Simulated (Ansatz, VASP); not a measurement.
Two plane-wave programs on SrTiO3

INCAR

```
  ALGO = Normal
  EDIFF = 1E-6
  ENCUT = 520
  GGA = PE
  ISIF = 2
  ISMEAR = 0
  LASPH = True
  LCHARG = False
  LREAL = False
  LWAVE = False
  NBANDS = 28
  NELM = 60
  PREC = Accurate
  SIGMA = 0.05
```

File KPOINTS:

```
k-points
0
Gamma
  8 8 8
```

The input POSCAR:

```
SrTiO3
1.0
    3.9822686081      0.0000000000      0.0000000000
    0.0000000000      3.9822686081      0.0000000000
    0.0000000000      0.0000000000      3.8446910982
Sr Ti O
1 1 3
Direct
    0.0006835254      0.0000000000      0.0000000000
    0.5032269229      0.5000000000      0.5000000000
   -0.0048775414      0.5000000000      0.5000000000
    0.4957398015      0.0000000000      0.5000000000
    0.4957398015      0.5000000000      0.0000000000
```

Input for Ansatz:

```yaml
crystal:
  lattice:
    - [3.9822686081, 0.0, 0.0]
    - [0.0, 3.9822686081, 0.0]
    - [0.0, 0.0, 3.8446910982]
  atoms:
    - { symbol: Sr, position: [0.0006835254, 0.0, 0.0] }
    - { symbol: Ti, position: [0.5032269229, 0.5, 0.5] }
    - { symbol: O, position: [-0.0048775414, 0.5, 0.5] }
    - { symbol: O, position: [0.4957398015, 0.0, 0.5] }
    - { symbol: O, position: [0.4957398015, 0.5, 0.0] }
basis:
  ecutwfc: 520.0
kpoints:
  mp_grid: { grid: [8, 8, 8] }
hamiltonian:
  xc: pbe
  pseudopotentials: { kind: paw, azcp: { folder: soft_1 } }
scf:
  occupations: { method: gaussian, width: 0.05 }
output:
  forces: true
  stress: true
  eigenvalues: true
```

Change from the starting cell: mode 1 frozen in at -0.019 Å, strain +e along z and -e/2 along x and y -0.0233.

Alike in both runs: task single point; functional PBE; k mesh 8 × 8 × 8; occupations gaussian, width 0.05 eV; no spin polarisation.

|  | VASP | Ansatz |
| --- | --- | --- |
| version | VASP 6.6.1 | Ansatz 0.2.0 |
| potentials or method | VASP PAW PBE potentials, release 64 (Sr_sv, Ti_sv, O) | scalar-relativistic, plane waves, PAW |
| plane-wave cutoff (eV) | 520 | 520 |
| valence electrons in the cell | 40 | 40 |

Ansatz gave:

- gap on the k mesh at the Fermi level (eV): 1.81
- least direct gap on the mesh (eV): 2.18
- pressure (GPa): 0.5
- largest component of the traceless stress (GPa): 5.31
- rms of the force components (eV/Å): 0.028

What did VASP give for the same quantities?

gap on the k mesh at the Fermi level (eV): 1.78; least direct gap on the mesh (eV): 2.16; pressure (GPa): 1.2; largest component of the traceless stress (GPa): 5.39; rms of the force components (eV/Å): 0.025.

Atom by atom the forces differ by 0.004 eV/Å (rms over components).

A k mesh can miss the band edges.
